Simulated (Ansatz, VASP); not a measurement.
Ti: VASP beside Ansatz

INCAR

```
ALGO = Normal
EDIFF = 1E-6
EDIFFG = -0.01
ENCUT = 600
GGA = PS
IBRION = 2
ISIF = 3
ISMEAR = -1
ISPIN = 2
LASPH = True
LCHARG = False
LMAXMIX = 4
LORBIT = 11
LREAL = False
LWAVE = False
MAGMOM = 1 1
NELM = 150
NSW = 80
PREC = Accurate
SIGMA = 0.05
```

KPOINTS

```
k-points
0
Gamma
  12 12 7
```

The input POSCAR:

```
Ti
1.0
    2.9499978604      0.0000000000      0.0000000000
   -1.4749989302      2.5547730882      0.0000000000
    0.0000000000      0.0000000000      4.6860000000
Ti
2
Direct
    0.3333333333      0.6666666667      0.2500000000
    0.6666666667      0.3333333333      0.7500000000
```

Input for Ansatz:

```yaml
crystal:
  lattice:
    - [2.9499978604, 0.0, 0.0]
    - [-1.4749989302, 2.5547730882, 0.0]
    - [0.0, 0.0, 4.686]
  atoms:
    - { symbol: Ti, position: [0.3333333333, 0.6666666667, 0.25], spin: 1.0 }
    - { symbol: Ti, position: [0.6666666667, 0.3333333333, 0.75], spin: 1.0 }
hamiltonian:
  xc: pbesol
  pseudopotentials:
    kind: paw
    azcp:
      Ti: "pseudopotentials/Ti.paw.azcp"
basis:
  ecutwfc: 420
  fft_grid_basis: typed
kpoints:
  mp_grid: { grid: [12, 12, 7], shift: [0, 0, 0] }
magnetization:
  spin_polarized: true
scf:
  occupations: { method: fermi_dirac, width: 0.05 }
relax:
  max_steps: 60
  f_tol: 0.01
  cell: {}
```

Alike in both runs: task relaxation of cell and atoms; functional PBEsol; k mesh 12 × 12 × 7; occupations fermi-dirac, width 0.05 eV; collinear spin.

```csv
,VASP,Ansatz
version,VASP 6.6.1,Ansatz 0.2.0
potentials or method,"VASP PAW PBE potentials, release 64 (Ti_sv)","plane waves (420 eV) with PAW, scalar-relativistic"
plane-wave cutoff (eV),600,420
valence electrons in the cell,24,24
```

VASP gave:

| Quantity | Value |
| --- | --- |
| net moment per atom (μB) | 0.00 |
| relaxed volume (Å³/atom) | 16.69 |
| relaxed cell length with the largest relative difference (Å) | 2.898 |
| energy change over the relaxation (meV/atom) | -19 |

Q: What did Ansatz give for the same quantities?

A: net moment per atom (μB): 0.00; relaxed volume (Å³/atom): 16.73; relaxed cell length with the largest relative difference (Å): 2.901; energy change over the relaxation (meV/atom): -18.

Ansatz warned: «pseudo_functional_mismatch».

Caveats: the PAW data sets were made with another functional, which shifts forces and pressure a little (VASP).
